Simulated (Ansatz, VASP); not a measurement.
## Al2O3 in VASP and in Ansatz

The input INCAR:

```
SYSTEM = Al2O3
PREC = Accurate
ENCUT = 520
EDIFF = 1E-7
ISMEAR = 0
SIGMA = 0.1
LREAL = .FALSE.
LASPH = .TRUE.
NELM = 100
ALGO = Normal
ISIF = 2
LWAVE = .FALSE.
LCHARG = .FALSE.
GGA = CA
NBANDS = 35
```

KPOINTS

```
regular mesh
0
G
  4 2 6
  0 0 0
```

The input POSCAR:

```
Al2O3
1.0
    4.6137770000      0.0000000000      0.0000000000
    0.0000000000      9.5632790000      0.0000000000
    0.0000000000      0.0000000000      3.1198620000
Al O
4 6
Direct
    0.5170250000      0.3245730000      0.5000000000
    0.4829750000      0.6754270000      0.5000000000
    0.0170250000      0.1754270000      0.0000000000
    0.9829750000      0.8245730000      0.0000000000
    0.8763650000      0.2469500000      0.5000000000
    0.0000000000      0.0000000000      0.0000000000
    0.6236350000      0.7469500000      0.0000000000
    0.3763650000      0.2530500000      0.0000000000
    0.1236350000      0.7530500000      0.5000000000
    0.5000000000      0.5000000000      0.5000000000
```

Input for Ansatz:

```yaml
crystal:
  lattice:
    - [4.613777, 0.0, 0.0]
    - [0.0, 9.563279, 0.0]
    - [0.0, 0.0, 3.119862]
  atoms:
    - { symbol: Al, position: [0.517025, 0.324573, 0.5] }
    - { symbol: Al, position: [0.482975, 0.675427, 0.5] }
    - { symbol: Al, position: [0.017025, 0.175427, 0.0] }
    - { symbol: Al, position: [0.982975, 0.824573, 0.0] }
    - { symbol: O, position: [0.876365, 0.24695, 0.5] }
    - { symbol: O, position: [0.0, 0.0, 0.0] }
    - { symbol: O, position: [0.623635, 0.74695, 0.0] }
    - { symbol: O, position: [0.376365, 0.25305, 0.0] }
    - { symbol: O, position: [0.123635, 0.75305, 0.5] }
    - { symbol: O, position: [0.5, 0.5, 0.5] }
basis:
  ecutwfc: 420
kpoints:
  mp_grid: { grid: [4, 2, 6] }
hamiltonian:
  xc: lda
scf:
  occupations: { method: gaussian, width: 0.1 }
output:
  forces: true
  stress: true
  eigenvalues: true
```

Measurements of this composition are mostly on another form, of space group No. 167.

Alike in both runs: task single point; functional LDA; k mesh 4 × 2 × 6; occupations gaussian, width 0.1 eV; no spin polarisation.

|  | VASP | Ansatz |
| --- | --- | --- |
| version | VASP 6.6.1 | Ansatz 0.2.0 |
| potentials or method | VASP PAW LDA potentials, release 64 (Al, O) | scalar-relativistic, plane waves, PAW |
| plane-wave cutoff (eV) | 520 | 420 |
| valence electrons in the cell | 48 | 48 |

VASP gave:

| Item | Value |
| --- | --- |
| gap on the k mesh at the Fermi level (eV) | 3.35 |
| least direct gap on the mesh (eV) | 3.35 |
| pressure (GPa) | -5.9 |
| largest component of the traceless stress (GPa) | 3.54 |
| rms of the force components (eV/Å) | 0.079 |

Problem. What did Ansatz give for the same quantities?

Solution. gap on the k mesh at the Fermi level (eV): 3.36; least direct gap on the mesh (eV): 3.36; pressure (GPa): -6.5; largest component of the traceless stress (GPa): 3.31; rms of the force components (eV/Å): 0.080.

Atom by atom the forces differ by 0.030 eV/Å (rms over components).
